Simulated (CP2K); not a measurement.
**PtSe2 (Sudovikovite) under changes of volume**

One of the cells (20.265 Å³/atom); the others are scaled copies at fixed shape and fractional positions:

```
CELL_PARAMETERS angstrom
3.72400 0.00000 0.00000
-1.86200 3.22508 0.00000
0.00000 0.00000 5.06200
ATOMIC_POSITIONS crystal
Pt 0.00000 0.00000 0.00000
Se 0.66667 0.33333 0.75000
Se 0.33333 0.66667 0.25000
```

```yaml
Program: CP2K 2026.2
Functional: PBEsol
Potentials_or_basis: POTENTIAL_UZH Pt GTH-PBE-q18, Se GTH-PBE-q6; TZVP-MOLOPT-PBE-GTH basis
Density_cutoff: 6123 eV
k_mesh: 8 × 8 × 5
Occupations: fermi-dirac, width 0.05 eV
Spin: no spin polarisation
```

```tsv
volume (Å³/atom)	energy over the lowest point (meV/atom)	pressure (GPa)	largest force (eV/Å)
19.049	81.19	15.0	1.508
19.455	48.26	11.1	1.173
19.860	?	?	?
20.265	9.27	4.5	0.585
20.671	1.33	1.8	0.326
21.076	0.00	-0.7	0.089
21.481	4.57	-2.9	0.129
```

**Question.** What does the run at 19.860 Å³/atom give?

**Answer.** Energy over the lowest point 24.61 meV/atom; pressure 7.6 GPa; largest force 0.867 eV/Å.

Worked out: A Birch-Murnaghan fit of order 3 (a polynomial in V^(-2/3)) to the other rows has its minimum at 20.96 Å³/atom with B0 = V·E''(V) = 125 GPa and B' = 4.7 at fixed shape and positions, which overstates the stiffness. It gives 24.64 meV/atom at 19.860 Å³/atom, against the run's 24.61, and -dE/dV = 7.6 GPa, against 7.6.

Energies are extrapolated to zero smearing.

Caveats: the potentials were made for another functional, which shifts forces and pressure; the basis of atomic orbitals isn't converged, which shifts pressures, moduli and gaps.
